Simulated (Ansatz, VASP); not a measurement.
# Y in VASP and in Ansatz

```xyz
1
Lattice="0.0000 1.8510 1.8510 1.8510 0.0000 1.8510 1.8510 1.8510 0.0000" Properties=species:S:1:pos:R:3 pbc="T T T"
Y     0.0000    0.0000    0.0000
```

Change from the starting cell: volume scaled by 0.43, crystal datasets.

Alike in both runs: task single point; functional LDA; k mesh 13 × 13 × 13; occupations fermi-dirac, width 0.08 eV; no spin polarisation.

```csv
,VASP,Ansatz
version,VASP 6.6.1,Ansatz 0.2.0
potentials or method,"VASP PAW LDA potentials, release 64 (Y_sv), cutoff 520 eV","all-electron PAW with datasets made for the crystal, scalar-relativistic"
```

Ansatz gave:

| Item | Value |
| --- | --- |
| pressure (GPa) | 142.5 |

Q: Which values does VASP return?

A: Pressure (GPa): 143.4.

Ansatz ran all-electron here, so the differences hold the error of VASP's frozen core and of both bases.

Caveats: the cell as given lies far from equilibrium; so large a pressure means that the cell lies far from this level's equilibrium, or that cutoff or potentials fall short (VASP).
